## Why did a finer k mesh make my energy worse?

I am converging the k-point mesh for cubic Ga3Se in the Cu3Au structure. Down to 6×6×6 everything looked orderly, but the energy error at 10×10×10 is larger than at 8×8×8. The 12×12×12 and 14×14×14 runs have finished, and I have kept their results covered. What should I expect from them, and why isn't the error simply dying away?

Cubic Ga3Se (Cu3Au type, a = 4.433 Å) at fixed geometry, computed with Ansatz 0.2.0 using plane-wave PAW, scalar-relativistic PBE without spin polarisation, a 420 eV cutoff and 0.1 eV Gaussian smearing. All k meshes are Gamma-centred, and the reference is 16×16×16. Energies are extrapolated to zero smearing; pressure is positive in compression.

```tsv
k mesh	energy less reference (meV/atom)	pressure less reference (GPa)	irreducible k points
1x1x1	637	8.21	1
2x2x2	289	4.57	4
4x4x4	13.1	0.446	10
6x6x6	-0.617	0.014	20
8x8x8	0.169	0.029	35
10x10x10	0.990	-0.014	56
12x12x12	?	?	?
14x14x14	?	?	?
```

## Answer

In this calculation your material is a metal, and a metal's k-mesh error has a slowly shrinking, oscillating part. The cell holds an odd number of electrons, and without spin polarisation each band takes two electrons per cell. At least one band is therefore partly filled. Its boundary between filled and empty states, the Fermi surface, is what a regular mesh finds hard to integrate.

The early rows hide this. The energy error shrinks about 22-fold from 2×2×2 to 4×4×4 and about 21-fold in size from there to 6×6×6, much like an exponential. Continued at that pace, it would be about 0.001 meV/atom at 10×10×10, where the calculation gives 0.990. A faulty reference could change which of the two errors looks larger, but not the 0.821 meV/atom between the 8×8×8 and 10×10×10 energies, which is far more than such a decay allows.

**What the mesh misses**

Any quantity that varies periodically with k can be written as a sum of waves, each belonging to a distance $R$ in the crystal. A mesh with $N$ divisions along each axis integrates most of these waves correctly. It mistakes for a constant those whose distances are built from multiples of $Na$, where $a$ is the cell edge. The mesh error is the sum of these misread waves, so it depends on how quickly their strength falls with distance.

In an insulator the filled bands together give a smooth function of k, whose long-distance waves fade exponentially. In a metal the band energy, counted from the Fermi level, is cut off where the band crosses that level. This leaves a kink in the function, and a kink needs waves of very long range. The steep fall in your first rows is plausibly the smooth part disappearing, with the Fermi-surface part left behind.

Theory also gives the rate. Along a single line in k space, a kink produces waves that weaken as $1/R^2$. On a curved surface, only patches facing along $R$ add up in step, and their area shrinks as $1/R$. Together these give an energy error whose envelope falls as $1/N^3$.

The pressure is harder to converge. Each filled state contributes according to how its energy changes with volume, and this contribution stops abruptly at the Fermi surface. A step is one power of $R$ worse than a kink, so the pressure envelope generally falls only as $1/N^2$.

Inside these envelopes the error oscillates, with a phase set by the position of the Fermi surface. Going from one even mesh to the next can shift that phase by any fraction of a turn. A finer mesh can therefore land near a crest after a coarser one landed near a zero. No band structure is available here to calculate the phase, so I can forecast a range but not a sign.

Smearing blurs the surface and eventually restores fast convergence. A crude free-electron estimate suggests that yours still leaves about 96 % of the oscillation in the free energy at 12×12×12, though slower electrons would be damped more strongly.

Smearing also leaves its own mark on your energies. To estimate the energy at zero smearing, half of the smearing entropy term is added to the free energy. From 8×8×8 to 10×10×10 this addition grows by 0.61 meV/atom, about three quarters of the rise you noticed. The entropy comes from states within roughly the smearing width of the Fermi level, and the 10×10×10 mesh happens to give them more weight. For free electrons, this addition would be expected to make up only a few per cent of the oscillation. Slower electrons therefore probably matter here, and the $1/N^3$ envelope is only a rough guide.

**The forecast**

I take the largest scaled error among 6×6×6, 8×8×8 and 10×10×10 as the height of each envelope. Coarser meshes are left out because their smooth-band error should still dominate. For the energy, 10×10×10 sets the height: $0.990\times10^3=990$ meV/atom. At 12×12×12 this gives $990/12^3\approx0.57$, and a similar allowance for the reference adds $990/16^3\approx0.24$, about 0.8 in all.

- **Energy error:** 0 ± 0.8 meV/atom at 12×12×12 and 0 ± 0.6 at 14×14×14. I don't forecast which will be smaller.
- **Pressure error:** 0 ± 0.02 GPa at both.
- **Irreducible k points:** 84 and 120, which follow exactly from cubic symmetry.

The first two are likely ranges, not strict bounds, because three scattered rows are a thin basis for an envelope. Now uncover the results.

The withheld rows as computed:

```tsv
k mesh	energy less reference (meV/atom)	pressure less reference (GPa)	irreducible k points
12x12x12	-0.417	-0.046	84
14x14x14	-0.386	-0.022	120
```

**Hits and misses**

Both energies fall inside their ranges, at −0.417 and −0.386 meV/atom, and the point counts are exact. The energy result is a modest success, since a range centred on zero is easy to hit, and the 14×14×14 value fits only because of the allowance for the reference. It agrees with a slowly shrinking oscillation but does not establish the $1/N^3$ law. The output printed below gives each forecast beside its computed value.

Both pressures miss. At 12×12×12 the error is −0.046 GPa, more than twice the allowed size, and at 14×14×14 it is −0.022 GPa, just outside. The first is also larger in size than any of the three errors that set the envelope. My range was too narrow.

The fault probably lies in the envelope, in its height or its rate of fall, rather than in the idea of an oscillation. The three known rows gave a height of about 1.9 GPa, from $0.029\times8^2$, whereas 12×12×12 would need $0.046\times12^2\approx6.6$ GPa if the reference were exact, and somewhat less if the reference shares the error. Perhaps all three happened to lie near zeros of the oscillation; that is a guess made after seeing the answer. Flat parts of the Fermi surface, which make the error fade more slowly, could also contribute.

For practical work, one small change between neighbouring meshes is poor evidence of convergence in a metal. Compare several meshes, and do so separately for each quantity you need: here the pressure error was at most 0.029 GPa in size from 6×6×6 to 10×10×10 and then reached 0.046 GPa at 12×12×12. Forces cannot serve as a test of convergence here, since symmetry forbids any force on these atoms.

The reference itself remains in question. The 12×12×12 and 14×14×14 energies agree with each other to about 0.03 meV/atom, yet both lie about 0.4 below the 16×16×16 value. Their close agreement is partly chance, since the free energies of the same two runs differ by nearly 0.2 meV/atom. Even so, the reference may be off by more than I allowed. A mesh well beyond 16×16×16 would help to decide.

Numerical output:

```
Exponential rival and count of points:
       row  exponential energy error meV/atom  computed energy error meV/atom  predicted irreducible points  computed irreducible points
     1x1x1                               1357                             637                             1                            1
     2x2x2                                289                             289                             4                            4
     4x4x4                               13.1                            13.1                            10                           10
     6x6x6                             0.5938                          -0.617                            20                           20
     8x8x8                            0.02692                           0.169                            35                           35
  10x10x10                            0.00122                            0.99                            56                           56
  12x12x12                          5.531e-05                          -0.417                            84                           84
  14x14x14                          2.507e-06                          -0.386                           120                          120
Fall in size of energy error from 4x4x4 to 6x6x6 (factor): 21.23
Energy at 10x10x10 less energy at 8x8x8 (meV/atom): 0.821
Size of energy error at 10x10x10 over that at 8x8x8: 5.858
Allowance for the reference in the energy (meV/atom): 0.2417
Allowance for the reference in the pressure (GPa): 0.00725
Free-electron damping factor from smearing at 12x12x12 (crude): 0.9597
Fraction of free-electron speed at which damping reaches 1/e at 12x12x12 (crude): 0.2028
Energy forecast for 12x12x12 and 14x14x14 (meV/atom): 0, 0
Energy error bar for 12x12x12 and 14x14x14 (plus or minus meV/atom): 0.8146, 0.6025
Energy computed for 12x12x12 and 14x14x14 (meV/atom): -0.417, -0.386
Energy miss as forecast less computed (meV/atom): 0.417, 0.386
Pressure forecast for 12x12x12 and 14x14x14 (GPa): 0, 0
Pressure error bar for 12x12x12 and 14x14x14 (plus or minus GPa): 0.02014, 0.01672
Pressure computed for 12x12x12 and 14x14x14 (GPa): -0.046, -0.022
Pressure miss as forecast less computed (GPa): 0.046, 0.022
```
